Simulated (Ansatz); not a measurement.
The system is Ni.

```
CELL_PARAMETERS angstrom
0.00000 1.73757 1.73757
1.73757 0.00000 1.73757
1.73757 1.73757 0.00000
ATOMIC_POSITIONS crystal
Ni 0.00000 0.00000 0.00000
```

Base run:

| Property | Result |
| --- | --- |
| Program | Ansatz 0.2.0 |
| Functional | PBEsol |
| Potentials or basis | Ansatz PAW |
| Cutoff | 420 eV (not typed: the program's choice for these potentials) |
| k mesh | 13 × 13 × 13 |
| Occupations | fermi-dirac, width 0.05 eV |
| Spin | no spin polarisation |

Its results: band gap on the k mesh none (metal or under the smearing width); pressure -3.4 GPa.

Task: The run is repeated on the same cell with these changes: spin from no spin polarisation to collinear spin, ferromagnetic start. What comes out?

Result: Band gap on the k mesh none (metal or under the smearing width); pressure -2.4 GPa; net moment 0.63 μB per cell; site moments Ni +0.66 μB.

Caveats: the PAW data sets come from PBE, with cores solved anew for the run's functional, which leaves a small shift of forces and pressure.
